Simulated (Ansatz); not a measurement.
# Stack of 1T-SnSSe under TiGe2As4, upper layer turned by 180° in a perpendicular field

Wanted: the out-of-plane response of the stack of 1T-SnSSe under TiGe2As4, upper layer turned by 180°. A positive field points along +c.

Method: plane-wave DFT, PBE-D3(BJ), Ansatz PAW, in the first sound run; inputs show where later runs differ, in Ansatz 0.2.0.

## 1. The structure

The cell holds 10 atoms: 1 Se, 1 Sn, 1 S, 4 As, 2 Ge and 1 Ti. Cell: a = 3.758 Å, b = 3.758 Å, c = 59.763 Å, α = 90.0°, β = 90.0°, γ = 120.0°. Regions: layer 1: 1T-SnSSe, 3 atoms (1 Se, 1 Sn and 1 S); layer 2: TiGe2As4, 7 atoms (4 As, 2 Ge and 1 Ti). Vacuum lies along c.

## 2. Relaxation

The starting cell is a guess, so the in-plane lattice and the atoms are relaxed first, with the slab cut off from its images along the normal.

input.yaml reads:

```yaml
crystal:
  lattice:
    - [3.7575, 0.0, 0.0]
    - [-1.87875, 3.2540904547, 0.0]
    - [0.0, 0.0, 59.7630829036]
  atoms:
    - { symbol: Se, position: [0.6666666667, 0.3333333333, 0.3798331494] }
    - { symbol: Sn, position: [0.0, 0.0, 0.3991334227] }
    - { symbol: S, position: [0.3333333333, 0.6666666667, 0.4140996384] }
    - { symbol: As, position: [0.3333333333, 0.6666666667, 0.464297852] }
    - { symbol: Ge, position: [0.0, 0.0, 0.4787381822] }
    - { symbol: As, position: [0.0, 0.0, 0.517558134] }
    - { symbol: Ti, position: [0.3333333333, 0.6666666667, 0.5422323513] }
    - { symbol: As, position: [0.0, 0.0, 0.5669065686] }
    - { symbol: Ge, position: [0.0, 0.0, 0.6057265204] }
    - { symbol: As, position: [0.3333333333, 0.6666666667, 0.6201668506] }
  periodic: [true, true, false]
kpoints:
  mp_grid: { grid: [12, 12, 1] }
hamiltonian:
  xc: pbe
  dispersion: d3bj
scf:
  occupations: { method: fermi_dirac, width: 0.05 }
  convergence: { dr2_threshold: 1.0e-09 }
relax:
  f_tol: 0.004
  max_steps: 90
  cell: {}
output:
  write_potential: true
  write_density: true
  volumetric_format: npy
```

Command:

```sh
$ ansatz run input.yaml --threads 4 --pin off --max-ram 12288MiB --backend cpu --events-out ev --progress --plain --runs-dir out
```

Numbers of over 12 decimals in the logs are rounded to 6 here.

The program printed:

```text
Warning: relax.cell: scf.convergence.dr2_threshold = 1e-9 eV is looser than the 1.68475018878e-10 eV advised for a relaxation that steers and ends on the stress (1e-10 eV for each atom of the cell: 10, times the square of relax.cell.stress_2d_tol = 0.05 N/m over 24.4 Å (the atoms' height at the walk's start and 5 Å past either face), 2.052e-2 GPa, over a crystal's default 0.05). What an SCF threshold leaves in a stress goes as its square root, and in the free energy as the threshold itself, and one threshold admits the most on a small cell: [figures from the program's tests cut] Set scf.convergence.dr2_threshold to 1.68475018878e-10 eV or tighter. [rest of the remark cut]
Engine: ansatz 0.2.0, aarch64-unknown-linux-gnu
Pseudopotentials: kind: paw
Pseudopotential: Se, paw, valence charge 16, recommended cutoff 420 eV (normal), Se.paw.azcp
Pseudopotential: Sn, paw, valence charge 14, recommended cutoff 420 eV (normal), Sn.paw.azcp
Pseudopotential: S, paw, valence charge 6, recommended cutoff 420 eV (normal), S.paw.azcp
Pseudopotential: As, paw, valence charge 15, recommended cutoff 420 eV (normal), As.paw.azcp
Pseudopotential: Ge, paw, valence charge 14, recommended cutoff 420 eV (normal), Ge.paw.azcp
Pseudopotential: Ti, paw, valence charge 12, recommended cutoff 420 eV (normal), Ti.paw.azcp
Functional definition: PBE
  parameter kappa = 0.804
  parameter beta = 0.066725
  exchange = pbe_x(kappa = kappa, mu = beta*pi^2/3)
  correlation = pbe_c(beta = beta)
Crystal: 10 atoms, lattice volume = 730.738 Å³
Basis set: ecut = 420 eV, 14323 PW (Γ), exchange–correlation on 54×54×800 points (8 copies of the dense FFT grid, shifted against one another)
Bands: 82, of which v1, the nominal top of the filled ones, is band 68 counted from 1 (67 counted from 0)
Symmetry: 6 space group operations
Space group: P3m1 (ITA 156), of the structure as read, at distance tolerance 9.0e-5 Å
k-points: 19 of 144 (time reversal used)
Non-local potential: Se, projectors of the file, l = 0: 2, l = 1: 2, l = 2: 3, l = 3: 1
Non-local potential: Sn, projectors of the file, l = 0: 2, l = 1: 2, l = 2: 2, l = 3: 2
Non-local potential: S, projectors of the file, l = 0: 2, l = 1: 2, l = 2: 2
Non-local potential: As, projectors of the file, l = 0: 2, l = 1: 2, l = 2: 3, l = 3: 1
Non-local potential: Ge, projectors of the file, l = 0: 2, l = 1: 2, l = 2: 3, l = 3: 1
Non-local potential: Ti, projectors of the file, l = 0: 3, l = 1: 2, l = 2: 3, l = 3: 1
PAW form: soft (Blöchl's): semilocal exchange-correlation on the pseudo side does not see the compensation charge
PAW one-centre angular grid: Se, 590 points (default); XC on 64 Gauss nodes
PAW one-centre angular grid: Sn, 590 points (default); XC on 64 Gauss nodes
PAW one-centre angular grid: S, 110 points (default); XC on 64 Gauss nodes
PAW one-centre angular grid: As, 590 points (default); XC on 64 Gauss nodes
PAW one-centre angular grid: Ge, 590 points (default); XC on 64 Gauss nodes
PAW one-centre angular grid: Ti, 590 points (default); XC on 64 Gauss nodes
Initial density: superposition of atomic densities (neutral atoms: chi_scale 0, normalization atom), corrected by the library's trained network
Initial wavefunctions: pseudopotential atomic-orbital guess
Functional: x = pbe(κ = 0.804, μ = 0.219515), c = pbe(β = 0.066725)
SCF iter   1: F=—  HF=-42910.988020 eV  |F-HF|=—  |Δ(HF+E_count)|=         —  Δρ=3.94e-3  dr2=5.13e-1  ethr=1.77e-3  ⟨swp⟩=12.3  Hψ=8610  notcnv=0  defer=51
preconditioner: auto → LDOS  [metal: Δε(μ)=0.005 eV  Ē_g=8.871 eV  σ=0.050 eV  W_gap=0.03  n_scr=116 (ndim 8)  ℏωp=9.5 eV  f_vac=0.701  D(μ)=2.24/eV (n_scr^D=14)  β→1.0]
SCF iter   2: F=—  HF=-42910.971173 eV  |F-HF|=—  |Δ(HF+E_count)|=   1.68e-2  Δρ=2.58e-3  dr2=1.37e-1  ethr=3.78e-4  ⟨swp⟩=3.8  Hψ=2943  notcnv=0  defer=88
SCF iter   3: F=—  HF=-42910.955768 eV  |F-HF|=—  |Δ(HF+E_count)|=   1.54e-2  Δρ=9.15e-4  dr2=2.08e-2  ethr=1.01e-4  ⟨swp⟩=3.1  Hψ=2589  notcnv=0  defer=88
SCF iter   4: F=—  HF=-42910.952118 eV  |F-HF|=—  |Δ(HF+E_count)|=   3.65e-3  Δρ=2.47e-4  dr2=3.33e-3  ethr=1.53e-5  ⟨swp⟩=3.0  Hψ=2433  notcnv=0  defer=88
SCF iter   5: F=—  HF=-42910.951677 eV  |F-HF|=—  |Δ(HF+E_count)|=   4.41e-4  Δρ=1.03e-4  dr2=7.70e-5  ethr=2.45e-6  ⟨swp⟩=3.0  Hψ=2318  notcnv=0  defer=88
SCF iter   6: F=—  HF=-42910.951715 eV  |F-HF|=—  |Δ(HF+E_count)|=   3.79e-5  Δρ=3.74e-5  dr2=1.19e-5  ethr=5.66e-8  ⟨swp⟩=3.8  Hψ=2836  notcnv=0  defer=88
SCF iter   7: F=—  HF=-42910.951689 eV  |F-HF|=—  |Δ(HF+E_count)|=   2.63e-5  Δρ=1.06e-5  dr2=1.46e-6  ethr=8.76e-9  ⟨swp⟩=2.7  Hψ=2487  notcnv=0  defer=88
SCF iter   8: F=—  HF=-42910.951690 eV  |F-HF|=—  |Δ(HF+E_count)|=   1.75e-6  Δρ=3.48e-6  dr2=2.06e-7  ethr=1.07e-9  ⟨swp⟩=3.0  Hψ=2447  notcnv=0  defer=88
SCF iter   9: F=—  HF=-42910.951691 eV  |F-HF|=—  |Δ(HF+E_count)|=   9.44e-8  Δρ=1.24e-6  dr2=2.12e-8  ethr=1.52e-10  ⟨swp⟩=3.2  Hψ=2587  notcnv=0  defer=88
SCF iter  10: F=—  HF=-42910.951691 eV  |F-HF|=—  |Δ(HF+E_count)|=   3.11e-8  Δρ=3.66e-7  dr2=1.34e-9  ethr=1.56e-11  ⟨swp⟩=3.3  Hψ=3015  notcnv=0  defer=88
SCF iter  11: F=-42910.951691 eV  HF=-42910.951691 eV  |F-HF|=2.68e-9  |Δ(HF+E_count)|=   8.83e-9  Δρ=1.33e-7  dr2=1.43e-10  ethr=1.00e-12  ⟨swp⟩=11.9  Hψ=10790  notcnv=0
SCF 1 converged in 11 iterations: F = -42910.951691 eV  dr2 = 1.43e-10
  greatest PAW one-centre occupation: 1.000 electrons in one spin orbital (limit 2), on the Se atom at site 0 (counted from 0), in its partial waves of l = 2
relax step   1: F+E_penalty+E_count = -42910.95169057 eV  Δ(F+E_penalty+E_count) = +0.000e0 eV  max|allowed force component| = 5.319e0 eV/Å  Δτ_max = 0.0000 Å  P = +24.365 N/m  Ω = 730.738 Å³  fix = [c, alpha, beta]  reactions: c +0.000 N/m  (11 SCF iters, accepted)
Crystal: 10 atoms, lattice volume = 740.540 Å³
Basis set: ecut = 420 eV, 14527 PW (Γ), exchange–correlation on 54×54×800 points (8 copies of the dense FFT grid, shifted against one another)
Initial density: handed on by an earlier stage of this run
Initial wavefunctions: those handed on with the density
iter 1 solved again at ethr=1.81e-4 eV; its pass at ethr=3.10e-3 eV (dr2=2.46e-1 eV) is discarded
SCF iter   1: F=—  HF=-42912.917601 eV  |F-HF|=—  |Δ(HF+E_count)|=         —  Δρ=4.06e-3  dr2=2.44e-1  ethr=1.81e-4  ⟨swp⟩=5.8  Hψ=8220  notcnv=0  defer=1
preconditioner: auto → LDOS  [metal: Δε(μ)=0.061 eV  Ē_g=8.685 eV  σ=0.050 eV  W_gap=0.30  n_scr=128 (ndim 8)  ℏωp=9.5 eV  f_vac=0.696  D(μ)=2.90/eV (n_scr^D=16)  β→1.0]
SCF iter   2: F=—  HF=-42912.905479 eV  |F-HF|=—  |Δ(HF+E_count)|=   1.21e-2  Δρ=2.60e-3  dr2=1.21e-1  ethr=1.79e-4  ⟨swp⟩=5.7  Hψ=3062  notcnv=0  defer=10
[...]
relax step   9: F+E_penalty+E_count = -42914.99101314 eV  Δ(F+E_penalty+E_count) = -2.204e-2 eV  max|allowed force component| = 4.260e-2 eV/Å  Δτ_max = 0.1990 Å  P = -0.007 N/m  Ω = 722.719 Å³  energy of the carried Pulay correction = +6.465e-4 eV  fix = [c, alpha, beta]  reactions: c -0.000 N/m  (11 SCF iters, accepted)
relax step  10: F+E_penalty+E_count = -42914.99143782 eV  Δ(F+E_penalty+E_count) = -4.247e-4 eV  max|allowed force component| = 3.176e-2 eV/Å  Δτ_max = 0.0199 Å  P = -0.000 N/m  Ω = 722.472 Å³  energy of the carried Pulay correction = +6.665e-4 eV  fix = [c, alpha, beta]  reactions: c -0.000 N/m  (9 SCF iters, accepted)
relax step  11: F+E_penalty+E_count = -42914.99152190 eV  Δ(F+E_penalty+E_count) = -8.408e-5 eV  max|allowed force component| = 9.825e-3 eV/Å  Δτ_max = 0.0089 Å  P = -0.008 N/m  Ω = 722.469 Å³  energy of the carried Pulay correction = +6.668e-4 eV  fix = [c, alpha, beta]  reactions: c -0.000 N/m  (8 SCF iters, accepted)
relax step  12: F+E_penalty+E_count = -42914.99153635 eV  Δ(F+E_penalty+E_count) = -1.444e-5 eV  max|allowed force component| = 3.977e-4 eV/Å  Δτ_max = 0.0031 Å  P = -0.003 N/m  Ω = 722.438 Å³  energy of the carried Pulay correction = +6.693e-4 eV  fix = [c, alpha, beta]  reactions: c -0.000 N/m  (7 SCF iters, accepted)
Basis set: ecut = 420 eV, 14203 PW (Γ), exchange–correlation on 50×50×800 points (8 copies of the dense FFT grid, shifted against one another)
Initial wavefunctions: pseudopotential atomic-orbital guess (no wavefunctions were taken with the density)
iter 1 solved again at ethr=4.58e-7 eV; its pass at ethr=3.10e-3 eV (dr2=6.22e-4 eV) is discarded
SCF iter   1: F=—  HF=-42914.991127 eV  |F-HF|=—  |Δ(HF+E_count)|=         —  Δρ=5.40e-6  dr2=5.48e-8  ethr=4.58e-7  ⟨swp⟩=6.0  Hψ=13616  notcnv=0
eigensolver tolerance schedule: the retry pair's looser diagonalisation over-reported the residual by 11347.92 of it (diagonalisation noise at an unbounded share of the residual, at the tolerance the schedule requests for it); recorded, not acted on — ethr = c·dr2/N_el stays at c = 1.0e-1
SCF iter   2: F=—  HF=-42914.991079 eV  |F-HF|=—  |Δ(HF+E_count)|=   4.85e-5  Δρ=2.64e-6  dr2=9.50e-8  ethr=4.03e-11  ⟨swp⟩=5.7  Hψ=5594  notcnv=0
SCF iter   3: F=—  HF=-42914.991079 eV  |F-HF|=—  |Δ(HF+E_count)|=   4.33e-8  Δρ=1.06e-6  dr2=3.58e-8  ethr=4.03e-11  ⟨swp⟩=3.0  Hψ=2984  notcnv=0
SCF iter   4: F=—  HF=-42914.991079 eV  |F-HF|=—  |Δ(HF+E_count)|=   3.61e-9  Δρ=3.49e-7  dr2=3.99e-9  ethr=2.63e-11  ⟨swp⟩=3.0  Hψ=2259  notcnv=0
SCF iter   5: F=-42914.991079 eV  HF=-42914.991079 eV  |F-HF|=1.16e-10  |Δ(HF+E_count)|=  6.26e-10  Δρ=1.27e-7  dr2=2.70e-10  ethr=1.00e-12  ⟨swp⟩=13.6  Hψ=12713  notcnv=0
SCF 13 converged in 5 iterations: F = -42914.991079 eV  dr2 = 2.70e-10
relax step  13: F+E_penalty+E_count = -42914.99107897 eV  Δ(F+E_penalty+E_count) = +4.574e-4 eV  max|allowed force component| = 4.649e-4 eV/Å  Δτ_max = 0.0000 Å  P = -0.028 N/m  Ω = 722.438 Å³  fix = [c, alpha, beta]  reactions: c -0.000 N/m  stress off target by 2.77e-2 N/m on what of the cell is left free  SCF on the basis re-selected at this cell (its energy is not comparable with the rows above)  (5 SCF iters)
basis re-selected at this cell: Δ(F+E_penalty+E_count) = +4.574e-4 eV, ΔP = -0.025 N/m vs the last step (what re-selecting the basis moved, of the pressure what is left beyond the Pulay correction that the steps carried, after the strain that the cell walked since its last selection, with what the two solves' SCF thresholds leave and, on support functions, any second-order correction that the steps lacked; it is no measure of the basis error at this ecutwfc). The dense FFT grid was sized anew with the basis: this SCF ran on 25×25×400 points, the steps before it on 27×27×400, so part of this shift can come from that change (see relax.cell in the input reference). [rest of the remark cut]
WARN: The output density's exchange-correlation potential varies sharply where the density is thin. Do not read a vacuum level from v_tot or v_xc, or from such a field of the output density. On a cell that repeats whose density bears no net charge and no dipole along the vacuum's axis use v_es (v_loc + v_h of the components); under efield.dipole_correction with no amplitude use v_es + v_field, which holds any externa [...]
SCF converged after 5 iterations
Free energy (F): -42914.991079 eV
Harris-Foulkes:  -42914.991079 eV  (|F-HF|=1.16e-10)
Internal energy: -42914.979515 eV  (E = F + TS)
E sigma→0 (E₀):  -42914.985297 eV
Entropy (-TS):   -0.011564 eV (-1.156 meV/atom)
Fermi energy:    -5.093605 eV
--- Per-component energies (eV) ---
  E_band       = -3841.026030
  E_kinetic    = 1319.695400
  E_local      = -1192531.536681  (includes V_loc(G=0)·N_el)
  E_nonlocal   = -2435.127645
  E_hartree    = 595335.288304
  E_xc         = -1147.759451
  E_vxc        = -848.042849  (∫ρ·V_xc dr)
  E_paw        = -19080.646641  (= ΣΔE_a)
  E_vpaw       = -16.598240  (= ΣTr[D̂ρ^β])
  E_aug_tail   = 0.000140  (compensation charges beyond the density's cutoff)
  E_ewald      = 575628.321753
  E_disp       = -3.214695  (pairwise vdW)
  E_smearing   = -0.011564  (= −TS)
  E_closure    = 0.000000  (closes the sum)
  Σ components = -42914.991079   (vs F -42914.991079, Δ=0.00e0)
--- Forces (eV/Å), atoms counted from 1 ---
  atom   1  Se     0.00000000     0.00000000    -0.00046495
  atom   2  Sn     0.00000000     0.00000000    -0.00018626
  atom   3  S     -0.00000000    -0.00000000    -0.00019688
  atom   4  As    -0.00000000    -0.00000000     0.00021700
  atom   5  Ge    -0.00000000    -0.00000000     0.00030493
  atom   6  As    -0.00000000    -0.00000000     0.00005475
  atom   7  Ti    -0.00000000    -0.00000000    -0.00032291
  atom   8  As     0.00000000    -0.00000000     0.00040372
  atom   9  Ge    -0.00000000    -0.00000000     0.00009929
  atom  10  As     0.00000000    -0.00000000     0.00009035
  max |Σ_I F_I| component: 9.46e-7 eV/Å
--- 2D stress c σ (N/m, compression-positive) ---
       -0.027704      -0.000000      -0.000000
       -0.000000      -0.027704       0.000000
       -0.000000       0.000000      -0.000000
  P = ½ c Tr σ = -0.0277 N/m
--- Band table (eV; the first three rows and the last of 19) ---
  k-point 0: bands = [... 64 lower, -5.3817, -5.3817, -5.0264, -5.0264, -4.4216, -4.0510, -3.2970, -3.1727, ... 10 higher]
  k-point 1: bands = [... 64 lower, -5.6138, -5.5497, -5.1896, -5.1349, -4.2644, -3.8173, -2.7855, -2.7080, ... 10 higher]
  k-point 2: bands = [... 64 lower, -5.8667, -5.7810, -5.5142, -5.3906, -4.3477, -3.6117, -2.9561, -2.8934, ... 10 higher]
  k-point 18: bands = [... 64 lower, -7.0738, -6.8894, -6.3677, -5.7252, -4.2155, -4.0437, -3.7878, -3.7040, ... 10 higher]
  the weakly bound empty levels are not read free of the cell's end (no_gap_told)
--- Relaxed structure (12 steps of the walk, 12 accepted, 1 SCFs on fresh bases) ---
  F+E_penalty+E_count = -42914.99107897 eV   max|allowed force component| = 4.649e-4 eV/Å   (the final SCF, on the basis selected at the relaxed cell)
  cell:  # Å, volume = 722.4376 Å³
    - [3.736099, 0, 0]
    - [-1.868049, 3.235557, 0]
    - [0, 0, 59.7630829036]
  atoms:
    - { symbol: Se, position: [0.666667, 0.333333, 0.353113] }
    - { symbol: Sn, position: [-7.401486830726674e-18, -3.145631903018446e-17, 0.380270] }
    - { symbol: S, position: [0.333333, 0.666667, 0.404866] }
    - { symbol: As, position: [0.333333, 0.666667, 0.465970] }
    - { symbol: Ge, position: [-7.401486830726676e-18, -3.145631903018446e-17, 0.485285] }
    - { symbol: As, position: [-7.401486830726673e-18, -3.1456319030184456e-17, 0.525984] }
    - { symbol: Ti, position: [0.333333, 0.666667, 0.550049] }
    - { symbol: As, position: [-7.401486830726676e-18, -3.145631903018446e-17, 0.574172] }
    - { symbol: Ge, position: [-7.401486830726676e-18, -3.145631903018446e-17, 0.614816] }
    - { symbol: As, position: [0.333333, 0.666667, 0.634168] }
```

Run time: 9.1 min. Hardware: 4 threads of Arm Neoverse V1, shared host; peak memory 2.1 GiB; 36 min of CPU time.

The steps of the relaxation:

```
step  energy less that of the first step (eV)  largest force component (eV/Å)  volume (Å³)
   1                                   0.0000                          5.3187       730.74
   2                                  -1.9277                          2.9305       740.54
   3                                  -2.8486                          1.7235       744.67
   4                                  -3.2772                          0.9366       746.40
   5                                  -3.5580                          0.4642       744.13
   6                                  -3.7849                          0.2757       737.67
   7                                  -3.9392                          0.1960       729.14
   8                                  -4.0173                          0.0776       724.33
   9                                  -4.0393                          0.0426       722.72
  10                                  -4.0397                          0.0318       722.47
  11                                  -4.0398                          0.0098       722.47
  12                                  -4.0398                          0.0004       722.44
 13*                                  -4.0394                          0.0005       722.44
```

Relaxation steps marked * repeat the geometry before them on a plane-wave basis chosen anew for their cell, so energy and pressure can jump there.

The run keeps the 6 symmetry operations that it works with, so distortions that break them were not tested.

| cell as run | before | after | change |
| --- | --- | --- | --- |
| a (Å) | 3.758 | 3.736 | -0.6 % |
| b (Å) | 3.758 | 3.736 | -0.6 % |

The atoms that moved most (Å, along periodic axes as changes of fractional coordinates times the final cell, across vacuum about the mean position):

```
atom     dx     dy      dz  length
 Se1  0.000  0.000  -1.597   1.597
 Sn2  0.000  0.000  -1.127   1.127
As10  0.000  0.000   0.837   0.837
  S3  0.000  0.000  -0.552   0.552
 Ge9  0.000  0.000   0.543   0.543
 As6  0.000  0.000   0.504   0.504
 Ti7  0.000  0.000   0.467   0.467
 As8  0.000  0.000   0.434   0.434
```

This step gave:

- energy at zero smearing: -42914.9853 eV

The lattice constant a goes from 3.758 to 3.736 Å.

[end of part 1 of 4]

[Logs are printed without paths, hosts, clocks, repeated set-up lines and the standing remarks that a program may print on its own settings, such as how far it seeks lower states.]

[Hosts, paths, dates, database ids (printed as entryN), source tags and the programs' standing remarks are cut or masked in the printed files.]

[Maps of the electrostatic potential energy from Ansatz leave out the sawtooth potential of an applied field or a dipole correction, so their vacuum need not be flat; planar profiles and work functions include it.]
